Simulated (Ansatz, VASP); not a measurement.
# Two plane-wave programs on HfC

File INCAR:

```
SYSTEM = HfC
PREC     = Accurate       ! precision mode
ENCUT    = 520            ! plane-wave cutoff, eV
EDIFF    = 1E-7           ! SCF threshold, eV
ISMEAR   = -1             ! smearing method
SIGMA    = 0.05           ! smearing width, eV
LREAL    = .FALSE.        ! projectors in reciprocal space
LASPH    = .TRUE.         ! aspherical terms in the spheres
NELM     = 60             ! most SCF steps
ALGO     = Normal         ! electronic algorithm
ISIF     = 2              ! what is computed and relaxed
LWAVE    = .FALSE.        ! write WAVECAR
LCHARG   = .FALSE.        ! write CHGCAR
GGA      = PS             ! functional
NBANDS   = 14             ! bands
```

The input KPOINTS:

```
regular mesh
0
G
  10 10 10
  0 0 0
```

File POSCAR:

```
HfC
1.0
    0.0000000000      2.2935772291      2.2935772291
    2.2935772291      0.0000000000      2.2935772291
    2.2935772291      2.2935772291      0.0000000000
Hf C
1 1
Direct
    0.5000000000      0.5000000000      0.5000000000
    0.0000000000      0.0000000000      0.0000000000
```

File input.yaml:

```yaml
crystal:
  lattice:
    - [0.0, 2.2935772291, 2.2935772291]
    - [2.2935772291, 0.0, 2.2935772291]
    - [2.2935772291, 2.2935772291, 0.0]
  atoms:
    - { symbol: Hf, position: [0.5, 0.5, 0.5] }
    - { symbol: C, position: [0.0, 0.0, 0.0] }
hamiltonian:
  xc: pbesol
  pseudopotentials: { kind: paw }
kpoints:
  mp_grid: { grid: [10, 10, 10] }
scf:
  occupations: { method: fermi_dirac, width: 0.05 }
output:
  forces: true
  stress: true
  eigenvalues: true
```

Change from the starting cell: volume scaled by 0.96.

Alike in both runs: task single point; functional PBEsol; k mesh 10 × 10 × 10; occupations fermi-dirac, width 0.05 eV; no spin polarisation.

|  | VASP | Ansatz |
| --- | --- | --- |
| version | VASP 6.6.1 | Ansatz 0.2.0 |
| potentials or method | VASP PAW PBE potentials, release 64 (Hf_pv, C) | Ansatz PAW |
| plane-wave cutoff (eV) | 520 | 420 |
| valence electrons in the cell | 14 | 30 |

VASP gave:

| Item | Value |
| --- | --- |
| gap on the k mesh at the Fermi level (eV) | none |
| pressure (GPa) | 3.1 |

Question: Which values does Ansatz return?

Answer: gap on the k mesh at the Fermi level (eV): none; pressure (GPa): 3.3.

A gap of «none» marks a metal or a gap that the smearing closes. The two sets of potentials don't hold the same shells in valence.

Caveats: the PAW data sets were made with another functional, which shifts forces and pressure a little (VASP); the PAW data sets come from PBE, with cores solved anew for the run's functional, which leaves a small shift of forces and pressure (Ansatz). Spin-orbit coupling is left out, which matters for the levels of Hf.
